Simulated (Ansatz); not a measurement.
Input of an Ansatz 0.2.0 run:

Contents of input.yaml:

```yaml
crystal:
  lattice:
    - [0.0, 2.0970013927, 2.0970013927]
    - [2.0970013927, 0.0, 2.0970013927]
    - [2.0970013927, 2.0970013927, 0.0]
  atoms:
    - { symbol: Mg, position: [0.0, 0.0, 0.0] }
    - { symbol: O, position: [0.5, 0.5, 0.5] }
kpoints:
  mp_grid: { grid: [11, 11, 11] }
scf:
  occupations: { method: gaussian, width: 0.02 }
hamiltonian:
  xc: pbe
  pseudopotentials: { kind: all_electron, lapw: { basis_error: 0.001 } }
output:
  forces: true
  stress: true
  eigenvalues: true
```

Potentials or basis: all-electron LAPW, scalar-relativistic.

Run with:

```console
$ ansatz run input.yaml --threads 1 --pin off --max-ram 3072MiB --backend cpu --events-out ev --progress --plain --runs-dir out
```

(1) Predict the band gap on the k mesh.

(2) Predict the pressure.

Results:

(1) 4.86 eV, direct.

(2) 7.0 GPa.

**The experiment to reproduce.**

From “Electronic structure of alkaline earth and post-transition metal oxides”, 2009, arxiv:0908.1581, for a bulk crystal of MgO: band gap 7.83 eV.

A measured gap of MgO is 7.83 eV (quoted in “Electronic structure of alkaline earth and post-transition metal oxides”, 2009, arxiv:0908.1581); the calculated 4.86 eV misses it by -2.97 eV. The value is that of PBE, without temperature or zero-point motion. Semilocal functionals fall short of measured gaps as a rule. The cell is a database's relaxed one, not the measured one, which moves gaps too.
